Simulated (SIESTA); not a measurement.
Crystal: CdSe.

```
CELL_PARAMETERS angstrom
0.00000 3.07027 3.07027
3.07027 0.00000 3.07027
3.07027 3.07027 0.00000
ATOMIC_POSITIONS crystal
Cd 0.00000 0.00000 0.00000
Se 0.25000 0.25000 0.25000
```

Measurements of this composition are mostly on another form, of space group No. 186.

Base run:

| Item | Value |
| --- | --- |
| Program | SIESTA 5.4.2 |
| Functional | BLYP |
| Potentials or basis | PseudoDojo 0.4 standard (PBE files) |
| Basis | DZP (energy shift 0.002 Ry) |
| Grid cutoff | 800 Ry |
| Energy shift | 0.002 Ry |
| k mesh | 8 × 8 × 8 |
| Occupations | fermi-dirac, width 0.05 eV |
| Spin | no spin polarisation |

Its results: band gap on the k mesh 0.81 eV, direct; pressure 4.4 GPa.

Q: The run is repeated on the same cell with these changes: functional from BLYP to OLYP. What comes out?

A: Band gap on the k mesh 1.22 eV, direct; pressure 3.8 GPa.

Caveats: semicore shells carry a single zeta, which can move pressures by several GPa and volumes by a few percent; the potentials were made for another functional, which shifts forces and pressure; the basis of atomic orbitals isn't converged, which shifts pressures, moduli and gaps.

Not every run made on this cell is shown here.
